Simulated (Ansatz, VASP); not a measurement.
Two plane-wave programs on RbBr

Contents of INCAR:

```
SYSTEM = RbBr
ALGO = Normal
EDIFF = 1E-6
EDIFFG = -0.001
ENCUT = 600
GGA = PS
IBRION = 2
ISIF = 3
ISMEAR = 0
LASPH = .True.
LCHARG = .False.
LREAL = .False.
LWAVE = .False.
NELM = 80
NSW = 80
PREC = Accurate
SIGMA = 0.01
```

File KPOINTS:

```
k-points
0
Gamma
  6 6 6
  0 0 0
```

POSCAR

```
RbBr
1.0
    0.0000000000      3.4249253317      3.4249253317
    3.4249253317      0.0000000000      3.4249253317
    3.4249253317      3.4249253317      0.0000000000
Rb Br
1 1
Direct
    0.0000000000      0.0000000000      0.0000000000
    0.5000000000      0.5000000000      0.5000000000
```

Input for Ansatz:

```yaml
crystal:
  lattice:
    - [0.0, 3.4249253317, 3.4249253317]
    - [3.4249253317, 0.0, 3.4249253317]
    - [3.4249253317, 3.4249253317, 0.0]
  atoms:
    - { symbol: Rb, position: [0.0, 0.0, 0.0] }
    - { symbol: Br, position: [0.5, 0.5, 0.5] }
basis:
  ecutwfc: 420
kpoints:
  mp_grid: { grid: [6, 6, 6] }
hamiltonian:
  xc: pbesol
scf:
  occupations: { method: fixed }
output:
  forces: true
  stress: true
  eigenvalues: true
relax:
  adjacent_minimum: "off"
  f_tol: 0.001
  max_steps: 60
  cell: { stress_tol: 0.01 }
```

Alike in both runs: task relaxation of cell and atoms; functional PBEsol; k mesh 6 × 6 × 6; no spin polarisation.

|  | VASP | Ansatz |
| --- | --- | --- |
| version | VASP 6.6.1 | Ansatz 0.2.0 |
| potentials or method | VASP PAW PBE potentials, release 64 (Rb_sv, Br) | scalar-relativistic, plane waves, PAW |
| plane-wave cutoff (eV) | 600 | 420 |
| occupations | gaussian, width 0.01 eV | fixed |
| valence electrons in the cell | 16 | 16 |

Ansatz gave:

| Item | Value |
| --- | --- |
| gap on the k mesh at the Fermi level, each at its own relaxed structure (eV) | 4.22 |
| relaxed volume (Å³/atom) | 40.08 |
| relaxed cell length with the largest relative difference (Å) | 4.840 |

Question: Estimate VASP's values.

Answer: gap on the k mesh at the Fermi level, each at its own relaxed structure (eV): 4.22; relaxed volume (Å³/atom): 40.17; relaxed cell length with the largest relative difference (Å): 4.844.

Caveats: the relaxation stopped at its first step, so nothing moved; the PAW data sets were made with another functional, which shifts forces and pressure a little (VASP).
